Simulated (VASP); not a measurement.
**MnS: equation of state with PBE**

MnS:

```xyz
2
Lattice="0.0000 2.4735 2.4735 2.4735 0.0000 2.4735 2.4735 2.4735 0.0000" Properties=species:S:1:pos:R:3 pbc="T T T"
Mn    0.0000    0.0000    0.0000
S     3.7102    3.7102    3.7102
```

The cell is a database's computed one.

```json
{
  "Program": "VASP 6.6.1",
  "Task": "equation of state",
  "Functional": "PBE",
  "Potentials or basis": "VASP PAW PBE potentials, release 64 (Mn_pv, S)",
  "Cutoff": "520 eV",
  "k mesh": "9 × 9 × 9",
  "Occupations": "fermi-dirac, width 0.05 eV",
  "Spin": "collinear spin, ferromagnetic start",
  "Starting moments": "[4.0, 0.0] μB"
}
```

| Quantity | Value |
| --- | --- |
| Equilibrium volume | 15.47 Å³/atom (rough: see the caveat) |
| Bulk modulus | 133 GPa (rough) |

Energy against volume, from the lowest point:
```tsv
volume (Å³/atom)	energy (meV/atom)
14.225	48.46
14.527	26.75
14.830	11.90
15.133	3.18
15.435	0.00
```

All runs of the series together: 4.7 min on 1 thread of Intel(R) Xeon(R) Platinum 8488C (Sapphire Rapids) (shared host).

Caveat: the minimum lies outside the volumes run.
